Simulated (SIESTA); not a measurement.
Something may be wrong with this SIESTA 5.4.2 calculation of KI.

KI.fdf

```
SystemName                      KI
SystemLabel                     KI
NumberOfSpecies                 2
NumberOfAtoms                   2
%block ChemicalSpeciesLabel
  1  53 I
  2  19 K
%endblock ChemicalSpeciesLabel
%include structure.fdf

%block kgrid.MonkhorstPack
    6   0   0  0.0
    0   6   0  0.0
    0   0   6  0.0
%endblock kgrid.MonkhorstPack
XC.Functional                   GGA
XC.Authors                      PBE
PAO.BasisSize                   DZP
PAO.EnergyShift                 0.003 Ry
Mesh.Cutoff                     800 Ry
OccupationFunction              FD
ElectronicTemperature           0.05 eV
MaxSCFIterations                100
SCF.MustConverge                false
SCF.Mixer.Method                Pulay
SCF.Mixer.Weight                0.25
SCF.Mixer.History               8
SCF.DM.Tolerance                5.0e-05
SCF.H.Tolerance                 1.0e-03 eV
WriteForces                     true
Charge.Mulliken                 end
%block PAO.Basis
  K 5
  n=3 0 2
    3.889 0.000
  n=4 0 2
    9.500 0.000
  n=3 1 2
    4.612 0.000
  n=4 1 1
    9.500
  n=3 2 1
    7.000
%endblock PAO.Basis
Spin                            polarized
Spin.Fix                        true
Spin.Total                      200.0
```

File structure.fdf:

```
LatticeConstant                 1.0 Ang
%block LatticeVectors
     4.2911966600     0.0000000000     0.0000000000
     0.0000000000     4.2911966600     0.0000000000
     0.0000000000     0.0000000000     4.2911966600
%endblock LatticeVectors
AtomicCoordinatesFormat         Fractional
%block AtomicCoordinatesAndAtomicSpecies
     0.5000000000     0.5000000000     0.5000000000  1  I
     0.0000000000     0.0000000000     0.0000000000  2  K
%endblock AtomicCoordinatesAndAtomicSpecies
```

Potentials or basis: PseudoDojo 0.4 standard (PBE files), DZP (energy shift 0.003 Ry; two zetas on semicore shells; d shell added on K).

Run with:

```sh
$ siesta KI.fdf > KI.out 2>&1
```

KI.out:

```text
Version         : 5.4.2

                           ***********************
                           *  WELCOME TO SIESTA  *
                           ***********************

 NOTE: Siesta V5 introduces some new defaults for basis-set generation
 NOTE: which might lead to slightly different numerical results.
 NOTE: Please see the manual for full details and compatibility measures.

[... 559 lines left out ...]

InitMesh: MESH = 80 x 80 x 80 = 512000
InitMesh: Mesh cutoff (required, used) =   800.000   960.561 Ry
 Fermid: Not enough states
 Fermid: ispin,qtot,sumq=           1   108.00000000000000        31.000000000000750
stopping program
Stopping Program from Node:    0
stopping program
Stopping Program from Node:    0

Program received signal SIGABRT: Process abort signal.

Backtrace for this error:
```

Task: Diagnose the run.

Result: The program refused the input. The input holds a flaw that was put in on purpose: total spin that the electrons can't hold (Spin = polarized; Spin.Fix = true; Spin.Total = 200.0).
